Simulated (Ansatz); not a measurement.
Runs of Ansatz 0.2.0 on SiC (Moissanite 6H). Symmetry: P6_3mc, No. 186, hexagonal system. Conventional cell: a = 3.095 Å, b = 3.095 Å, c = 15.170 Å, α = 90.00°, β = 90.00°, γ = 120.00°. Si (site symmetry 3m) has 4 C at 1.90 Å as nearest neighbours. Si (site symmetry 3m) has 4 C at 1.90 Å as nearest neighbours. Si (site symmetry 3m) is surrounded by 4 C at 1.90 Å. C (site symmetry 3m) has 4 Si at 1.90 Å as nearest neighbours. Around C (site symmetry 3m) lie 4 Si at 1.90 Å. C (site symmetry 3m) is surrounded by 4 Si at 1.90 Å. 

| task | level | potentials or basis | cutoff (eV) | V0 of scaled cells (Å³/atom) | B0 (GPa) |
| --- | --- | --- | --- | --- | --- |
| equation of state | rPW86-PBE+rVV10 | Ansatz PAW | 420 | (a) | 205 |
| equation of state | BLYP | Ansatz PAW | 420 | (c) | 198 |
| equation of state | PBE | JTH PAW | 780 | (b) | 213 |
| equation of state | PBEsol | Ansatz PAW | 420 | 10.34 | 222 |

Alike in all rows: no spin polarisation; cell as given; k mesh 10 × 10 × 2; smearing fermi-dirac 0.05 eV.

Estimate the missing entries.

(a) 10.60; (b) 10.47; (c) 10.73.

Caveats: the cell was scaled at fixed shape and fractional positions, which overstates the stiffness of a crystal with free parameters, most of all of layers and chains; the potentials were made for another functional, which shifts forces and pressure (some runs).
